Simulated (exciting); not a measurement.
Runs of exciting (release sodium) on MgSe. It takes space group Fm-3m (No. 225, cubic). The conventional cell has a = 5.451 Å, b = 5.451 Å, c = 5.451 Å, α = 90.00°, β = 90.00°, γ = 90.00°. Se (site symmetry m-3m) has 6 Mg at 2.73 Å as nearest neighbours. Mg (site symmetry m-3m) has 6 Se at 2.73 Å as nearest neighbours. 

```csv
task,level,spin,k mesh,smearing,outputlevel,nempty,DOS window about the Fermi level (Ha),rgkmax,gap on the mesh (eV)
band structure,PBE,off,8 × 8 × 8,fermi-dirac 0.01 eV,normal,10,-,8,1.82
electric field gradients,WC,"SOC, no magnetisation",7 × 7 × 7,fermi-dirac 0.01 eV,normal,20,-,9,1.88
density of states,PBEsol (libxc)+TS,off,8 × 8 × 8,methfessel-paxton 0.1 eV,low,10,"[-0.4, 0.4] Ha",8,(a)
band structure,PBEsol+TS,"SOC, no magnetisation",6 × 6 × 6,gaussian 0.1 eV,normal,20,-,8,1.64
```

Alike in all rows: potentials or basis all-electron LAPW+lo, shipped species files, valence relativity iora*; cell as given.

Q: Fill in the values left out.

A: (a) 1.78.

Caveats: the tetrahedron DOS on this energy grid can lose part of the weight of narrow d or f bands (some runs); the dispersion energy is computed afterwards and isn't part of the total energy (some runs); EFG.OUT prints the tensor in atomic units and with the sign opposite to the usual one (some runs); an odd mesh through Γ misses points on the zone boundary, where band edges often lie (some runs).

A k mesh can miss the band edges, and rows without SOC leave out spin-orbit coupling on Se.
